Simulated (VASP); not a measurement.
# Pb (Fm-3m) in VASP: single point with PBE0

Aim: the single point of Pb with PBE0.

All numbers are computed with VASP 6.6.1; they aren't measurements. Logs are shortened: lines on timing, memory, paths and dates and some standing lists are left out, and cuts for length are marked.

### Step 1. The structure

It takes space group Fm-3m (No. 225, cubic). Conventional cell: a = 4.935 Å, b = 4.935 Å, c = 4.935 Å, α = 90.00°, β = 90.00°, γ = 90.00°. Around Pb (site symmetry m-3m) lie 12 Pb at 3.49 Å.

### Step 2. Single point, PBE0

POSCAR

```
Pb
1.0
    0.0000000000      2.4673600000      2.4673600000
    2.4673600000      0.0000000000      2.4673600000
    2.4673600000      2.4673600000      0.0000000000
Pb
1
Direct
    0.0000000000      0.0000000000      0.0000000000
```

INCAR.step1

```
  PREC = Accurate
  ENCUT = 520
  EDIFF = 1E-5
  ISMEAR = 0
  SIGMA = 0.1
  LREAL = False
  LASPH = True
  NELM = 80
  ALGO = Normal
  ISIF = 2
  LWAVE = True
  GGA = PE
```

INCAR.step2

```
  PREC = Accurate
  ENCUT = 520
  EDIFF = 1E-6
  ISMEAR = 0
  SIGMA = 0.1
  LREAL = False
  LASPH = True
  NELM = 80
  ALGO = Normal
  ISIF = 2
  LWAVE = False
  LCHARG = True
  GGA = PE
  LHFCALC = True
  AEXX = 0.25
  PRECFOCK = Fast
  HFRCUT = -1
  LELF = True
  LVHAR = True
  ISTART = 1
```

KPOINTS

```
Automatic mesh
0
Gamma
  8 8 8
```

Potentials or basis: VASP PAW PBE potentials, release 64 (Pb_d).

Run with:

```console
$ cat potpaw_PBE.64/Pb_d/POTCAR > POTCAR
$ cp INCAR.step1 INCAR
$ mpirun -np 1 vasp_std > vasp.out
$ cp INCAR.step2 INCAR
$ mpirun -np 1 vasp_std > vasp.out
```

OUTCAR:

```text
PREC = Accurate
   ENCUT = 520
   EDIFF = 1E-6
   ISMEAR = 0
   LREAL = False
   LASPH = True
   NELM = 80
   ISIF = 2
   GGA = PE
   LHFCALC = True
   AEXX = 0.25
   PRECFOCK = Fast
   ISTART = 1

 ion  position               nearest neighbor table
   1  0.000  0.000  0.000-

  LATTYP: Found a face centered cubic cell.
 ALAT       =     4.9347200000

  Lattice vectors:

 A1 = (   0.0000000000,   2.4673600000,   2.4673600000)
 A2 = (   2.4673600000,   0.0000000000,   2.4673600000)
 A3 = (   2.4673600000,   2.4673600000,   0.0000000000)

Analysis of symmetry for initial positions (statically):
=====================================================================
 Subroutine PRICEL returns:
 Original cell was already a primitive cell.

 Routine SETGRP: Setting up the symmetry group for a
 face centered cubic supercell.

 Subroutine GETGRP returns: Found 48 space group operations
 (whereof 48 operations were pure point group operations)
 out of a pool of 48 trial point group operations.

The static configuration has the point symmetry O_h .

Analysis of symmetry for dynamics (positions and initial velocities):
=====================================================================
 Subroutine PRICEL returns:
 Original cell was already a primitive cell.

 Routine SETGRP: Setting up the symmetry group for a
 face centered cubic supercell.

 Subroutine GETGRP returns: Found 48 space group operations
 (whereof 48 operations were pure point group operations)
 out of a pool of 48 trial point group operations.

The dynamic configuration has the point symmetry O_h .

 Subroutine INISYM returns: Found 48 space group operations
 (whereof 48 operations are pure point group operations),
 and found     1 'primitive' translations

----------------------------------------------------------------------------------------

                                     Primitive cell

  volume of cell :      30.0419

  direct lattice vectors                    reciprocal lattice vectors
     0.000000000  2.467360000  2.467360000    -0.202645743  0.202645743  0.202645743
     2.467360000  0.000000000  2.467360000     0.202645743 -0.202645743  0.202645743
     2.467360000  2.467360000  0.000000000     0.202645743  0.202645743 -0.202645743

  length of vectors
     3.489373975  3.489373975  3.489373975     0.350992722  0.350992722  0.350992722

[... 93 lines left out ...]
   ISMEAR =     0;   SIGMA  =   0.10  broadening in eV -4-tet -1-fermi 0-gaus
   EFERMI_NEDOS =   21; number of points for ismear=-14 and -15
   IALGO  =     38    algorithm
   IMIX   =      1    mixing-type and parameters
     AMIX     =   0.40;   BMIX     =  1.00
     AMIX_MAG =   1.60;   BMIX_MAG =  1.00
  volume/ion in A,a.u.               =      30.04       202.73
  Fermi-wavevector in a.u.,A,eV,Ry     =   1.269234  2.398504 21.918369  1.610955
  Thomas-Fermi vector in A             =   2.402286
   LORBIT       =      0    0 simple, 1 ext, 2 COOP (PROOUT), +10 PAW based schemes
   GGA     = PE    functional components
   LHFCALC =     T    Hartree Fock is set to
   PRECFOCK=fast      Normal, Fast or Accurate (Low or Medium for compatibility)
   ENCUT4O =  -1.0   cutoff for four orbital integrals eV
   NKREDX  =     1    reduce k-point grid by
   NKREDY  =     1    reduce k-point grid by
   NKREDZ  =     1    reduce k-point grid by
   AEXX    =    0.2500 exact exchange contribution
   HFSCREEN=    0.0000 screening length (either q_TF or 0.3 A-1)
   HFSCREENC=   0.0000 screening length for correlation (either q_TF or 0.3 A-1)
   ENCUTFOCK=  -1.0 apply spherical cutoff to Coloumb kernel
   IVDW    =     0    specifies the selected vdW correction
   LEPSILON=     F    determine dielectric tensor
   LRPA    =     F    only Hartree local field effects (RPA)
 non-spin polarized calculation
 Gauss-broadening in eV      SIGMA  =   0.10
  energy-cutoff  :      520.00
  volume of cell :       30.04
 maximum number of plane-waves:       869
 NGX is ok and might be reduce to    28
  NGX = 16; NGY = 16; NGZ = 16

 number of electron      13.9999999 magnetization

 Free energy of the ion-electron system (eV)
  ---------------------------------------------------
  ext. energy  EPLUGINS =         0.00000000
  ---------------------------------------------------
  free energy    TOTEN  =        -4.55031373 eV

  energy without entropy =       -4.54972041  energy(sigma->0) =       -4.55001707

 E-fermi :   7.1608     XC(G=0):  -8.0817

 val. band max:        7.0382294162   @ k =   0.3750   0.2500   0.0000
 cond. band min:       7.6345644640   @ k =  -0.3750   0.2500   0.0000
 fundamental gap:      0.5963350477
 Fermi energy:         7.1608426677

 k-point     1 :       0.0000    0.0000    0.0000
  band No.  band energies     occupation
      1     -12.0975      2.00000
      2     -12.0975      2.00000
      3     -12.0975      2.00000
      4     -11.9455      2.00000
      5     -11.9455      2.00000
      6      -6.3275      2.00000
      7      15.9909      0.00000
      8      15.9909      0.00000
      9      15.9909      0.00000
     10      18.1897      0.00000
     11      19.9364      0.00000
[... 309 lines left out ...]
 k-point    24 :      -0.3750    0.2500    0.1250
  band No.  band energies     occupation
      1     -12.1026      2.00000
      2     -12.0859      2.00000
      3     -11.9666      2.00000
      4     -11.9056      2.00000
      5     -11.8099      2.00000
      6      -1.3583      2.00000
      7       3.1294      2.00000
      8       9.1873      0.00000
      9      11.3409      0.00000
     10      17.1686      0.00000
     11      19.4603      0.00000

 [... further k-points ...]

------------------------ aborting loop because EDIFF is reached ----------------------------------------

  FORCE on cell =-STRESS in cart. coord.  units (eV):
  Direction    XX          YY          ZZ          XY          YZ          ZX
  --------------------------------------------------------------------------------------
  -------------------------------------------------------------------------------------
  Total        0.2945201      0.2945201      0.2945201     -0.0000000      0.0000000     -0.0000000
  in kB       15.7071693     15.7071693     15.7071693     -0.0000000      0.0000000     -0.0000000
  external PRESSURE =      15.7071693 kB  Pullay stress =       0.0000000 kB

 VOLUME and BASIS-vectors are now :
 -----------------------------------------------------------------------------
  energy-cutoff  :      520.00
  volume of cell :       30.04
      direct lattice vectors                 reciprocal lattice vectors
     0.000000000  2.467360000  2.467360000    -0.202645743  0.202645743  0.202645743
     2.467360000  0.000000000  2.467360000     0.202645743 -0.202645743  0.202645743
     2.467360000  2.467360000  0.000000000     0.202645743  0.202645743 -0.202645743

 POSITION                                       TOTAL-FORCE (eV/Angst)
 -----------------------------------------------------------------------------------
      0.00000      0.00000      0.00000         0.000000      0.000000      0.000000
 -----------------------------------------------------------------------------------
    total drift:                               -0.000000     -0.000000     -0.000000

  FREE ENERGIE OF THE ION-ELECTRON SYSTEM (eV)
  ---------------------------------------------------
  free  energy   TOTEN  =        -4.5503137319 eV

  energy  without entropy=       -4.5497204067  energy(sigma->0) =       -4.55001707
```

OUTCAR.step1:

```text
PREC = Accurate
   ENCUT = 520
   EDIFF = 1E-5
   ISMEAR = 0
   LREAL = False
   LASPH = True
[... 554 lines left out ...]
 POSITION                                       TOTAL-FORCE (eV/Angst)
 -----------------------------------------------------------------------------------
      0.00000      0.00000      0.00000        -0.000000     -0.000000      0.000000
 -----------------------------------------------------------------------------------
    total drift:                               -0.000000     -0.000000     -0.000000

  FREE ENERGIE OF THE ION-ELECTRON SYSTEM (eV)
  ---------------------------------------------------
  free  energy   TOTEN  =        -3.5621539993 eV

  energy  without entropy=       -3.5610688950  energy(sigma->0) =       -3.56161145
```

OSZICAR.step1:

```text
N       E                     dE             d eps       ncg     rms          rms(c)
DAV:   1     0.102860933898E+03    0.10286E+03   -0.73400E+03   644   0.150E+03
DAV:   2     0.905205494877E+00   -0.10196E+03   -0.10018E+03   653   0.331E+02
DAV:   3    -0.346733873386E+01   -0.43725E+01   -0.43503E+01   794   0.795E+01
DAV:   4    -0.356886831789E+01   -0.10153E+00   -0.10151E+00   782   0.129E+01
DAV:   5    -0.357366327681E+01   -0.47950E-02   -0.47948E-02   833   0.247E+00    0.531E-01
DAV:   6    -0.356448806917E+01    0.91752E-02   -0.14198E-02   774   0.231E+00    0.262E-01
DAV:   7    -0.356222845106E+01    0.22596E-02   -0.63312E-03   758   0.146E+00    0.856E-02
DAV:   8    -0.356215793097E+01    0.70520E-04   -0.37496E-04   764   0.371E-01    0.991E-03
DAV:   9    -0.356215399935E+01    0.39316E-05   -0.79014E-06   424   0.592E-02
   1 F= -.35621540E+01 E0= -.35616114E+01  d E =-.108510E-02
```

It took 25 min on 1 thread of AMD EPYC 9R45 (Zen 5), shared host; peak memory 0.16 GiB.

What came out:

```yaml
Free_energy: -4.5503 eV
Pressure: 1.6 GPa
Band_gap_on_the_k_mesh: none (metal or under the smearing width)
```

Caveat: the PAW data sets were made with another functional, which shifts forces and pressure a little. Spin-orbit coupling is left out, which matters for the levels of Pb.
